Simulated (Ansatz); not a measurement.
Stackings of close-packed layers of Si (tetrahedral net, letters for double layers), each relaxed to a stress under 0.05 GPa; h and k mark layers whose two neighbours have the same or different letters; energies count from the stacking AB (P6_3/mmc).

Computed with DFT PBEsol, scalar-relativistic, plane waves, PAW (Ansatz).

Cutoff 420 eV; k points 12×12×2 on the computed 14-atom cell (Γ-centred); Gaussian smearing, width 0.01 eV; no spin polarisation.

Start (ABABCBC (khhkhhk)):

```
CELL_PARAMETERS angstrom
3.82477 0.00000 0.00000
-1.91239 3.31235 0.00000
0.00000 0.00000 22.13637
ATOMIC_POSITIONS crystal
Si 0.00000 0.00000 0.00000
Si 0.00000 0.00000 0.10714
Si 0.33333 0.66667 0.14286
Si 0.33333 0.66667 0.25000
Si 0.00000 0.00000 0.28571
Si 0.00000 0.00000 0.39286
Si 0.33333 0.66667 0.42857
Si 0.33333 0.66667 0.53571
Si 0.66667 0.33333 0.57143
Si 0.66667 0.33333 0.67857
Si 0.33333 0.66667 0.71429
Si 0.33333 0.66667 0.82143
Si 0.66667 0.33333 0.85714
Si 0.66667 0.33333 0.96429
```

Question: Give the relaxed structure and its energy.

Answer: The free energy falls by 1 meV/atom.

```
excess energy (meV/atom)   : -5.5
spacing of like layers (Å) : 3.151
a (Å)                      : 3.832
gap on the mesh (eV)       : 0.40
```

Relaxed structure:
```yaml
crystal:
  lattice:
    - [3.83164, 0.00000, 0.00000]
    - [-1.91582, 3.31830, 0.00000]
    - [0.00000, 0.00000, 22.05439]
  atoms:
    - { symbol: Si, position: [0.00000, 0.00000, 0.99999] }
    - { symbol: Si, position: [0.00000, 0.00000, 0.10656] }
    - { symbol: Si, position: [0.33333, 0.66667, 0.14242] }
    - { symbol: Si, position: [0.33333, 0.66667, 0.24976] }
    - { symbol: Si, position: [0.00000, 0.00000, 0.28572] }
    - { symbol: Si, position: [0.00000, 0.00000, 0.39305] }
    - { symbol: Si, position: [0.33333, 0.66667, 0.42889] }
    - { symbol: Si, position: [0.33333, 0.66667, 0.53539] }
    - { symbol: Si, position: [0.66667, 0.33333, 0.57124] }
    - { symbol: Si, position: [0.66667, 0.33333, 0.67856] }
    - { symbol: Si, position: [0.33333, 0.66667, 0.71453] }
    - { symbol: Si, position: [0.33333, 0.66667, 0.82186] }
    - { symbol: Si, position: [0.66667, 0.33333, 0.85772] }
    - { symbol: Si, position: [0.66667, 0.33333, 0.96429] }
```

Time: 8.6 min on 1 thread of Intel(R) Xeon(R) Processor @ 2.50GHz (Skylake/Cascade Lake), on a shared host, peak memory 0.7 GiB.